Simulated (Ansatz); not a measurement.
input.yaml for W2C (Ansatz 0.2.0)

```yaml
crystal:
  lattice:
    - [3.070045642, 0.0, 0.0]
    - [-1.535022821, 2.6587375167, 0.0]
    - [0.0, 0.0, 4.678428]
  atoms:
    - { symbol: W, position: [0.3333333333, 0.6666666667, 0.746331] }
    - { symbol: W, position: [0.6666666667, 0.3333333333, 0.253669] }
    - { symbol: C, position: [0.0, 0.0, 0.0] }
basis:
  ecutwfc: 420
kpoints:
  mp_grid: { grid: [6, 6, 2] }
hamiltonian:
  xc: pbe
  hubbard: { sites: [{ species: W, l: d, u_eff: 7.0 }] }
scf:
  occupations: { method: gaussian, width: 0.1 }
output:
  forces: true
  stress: true
  eigenvalues: true
```

Command:

```bash
ansatz run input.yaml --threads 1 --pin off --max-ram 1331MiB --backend cpu --events-out ev --progress --plain --runs-dir out
```

From the log (HF is the Harris–Foulkes energy, dr2 the density residual in eV):

```text
W: projections on atomic orbitals take those of the free atom [Kr 4d10 4f14] 5s2 5p6 5d4 6s2, of charge +0.00 (hamiltonian.pseudopotentials.projection_atoms); the dataset's partial waves leave at most 6.5e-5 of an orbital's norm unspanned inside its sphere
C: projections on atomic orbitals take those of the free atom [He] 2s2 2p2, of charge +0.00 (hamiltonian.pseudopotentials.projection_atoms); the dataset's partial waves leave at most 3.7e-9 of an orbital's norm unspanned inside its sphere
Pseudopotential: W, paw, valence charge 14, recommended cutoff 420 eV (normal)
Pseudopotential: C, paw, valence charge 4, recommended cutoff 420 eV (normal)
Crystal: 3 atoms, lattice volume = 38.187 Å³
Basis set: ecut = 420 eV, 735 PW (Γ), exchange–correlation on 48×48×64 points (8 copies of the dense FFT grid, shifted against one another)
Bands: 20, of which v1, the nominal top of the filled ones, is band 16 counted from 1 (15 counted from 0)
Symmetry: 12 space group operations
Space group: P-3m1 (ITA 164), of the structure as read, at distance tolerance 3.4e-5 Å
k-points: 14 of 72
Initial density: superposition of atomic densities
SCF iter   1: HF=-21004.604008 eV  Δρ=1.20e-1  dr2=7.96e0
SCF iter   2: HF=-21004.173379 eV  Δρ=9.13e-2  dr2=6.20e0
SCF iter   3: HF=-21002.962143 eV  Δρ=1.90e-2  dr2=8.29e-2
SCF iter   4: HF=-21003.096627 eV  Δρ=1.03e-2  dr2=4.19e-2
   ...
SCF iter   8: HF=-21003.148228 eV  Δρ=6.91e-5  dr2=1.12e-6
SCF iter   9: HF=-21003.148231 eV  Δρ=2.99e-5  dr2=1.85e-7
SCF iter  10: F=-21003.148231 eV  HF=-21003.148231 eV  Δρ=9.31e-6  dr2=2.93e-8
SCF 1 converged in 10 iterations: F = -21003.148231 eV  dr2 = 2.93e-8
SCF converged after 10 iterations
Free energy (F): -21003.148231 eV
E sigma→0 (E₀):  -21003.144276 eV
Entropy (-TS):   -0.007911 eV (-2.637 meV/atom)
Fermi energy:    21.660511 eV
--- Forces (eV/Å), atoms counted from 1 ---
  atom   1  W      0.00000000    -0.00000000     0.14299668
  atom   2  W      0.00000000     0.00000000    -0.14299668
  atom   3  C     -0.00000000     0.00000000     0.00000000
--- Stress (GPa, compression-positive) ---
        0.869871       0.000000       0.000000
        0.000000       0.869871      -0.000000
        0.000000      -0.000000      -6.248982
  P = ⅓ Tr σ = -1.5031 GPa (-15.031 kbar)
```

Settings here are deliberately varied, not converged. Under a U the state reached may not be the lowest.